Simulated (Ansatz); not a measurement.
**SnSe: stable or not**

The structure comes from a generated guess, relaxed at this level; another structure or a mixture of phases may lie lower.

The calculation used DFT PBE, scalar-relativistic, plane waves, PAW (Ansatz). The final run on the 2-atom cell used 420 eV, a Γ-centred 10×10×1 mesh, 0.02 eV smearing and no spin polarisation.

This is a two-dimensional sheet: the third axis spans vacuum and isn't periodic.

```
Sn Se
1.0
     4.11134    0.00000    0.00000
     0.00000    4.11134    0.00000
     0.00000    0.00000   23.80000
Sn Se
1 1
Direct
  0.50000 0.50000 0.29412
  0.00000 0.00000 0.29412
```

Formation energies are uncorrected and refer to the elements' standard structures at the same level. The references include grey tin.

Problem. These tests were run: energy against the elements; phonons on a 2×2×1 q mesh. What do they show?

Solution.

| test | result |
| --- | --- |
| energy against the elements | −0.034 eV/atom |
| phonons on a 2×2×1 q mesh | imaginary modes down to 99i cm⁻¹ |

It fails one test: phonons on a 2×2×1 q mesh. So it isn't even a local minimum.

The reference form of Se is held partly by dispersion forces, which this level lacks. The run for the phonons used a 10×10×1 k mesh.
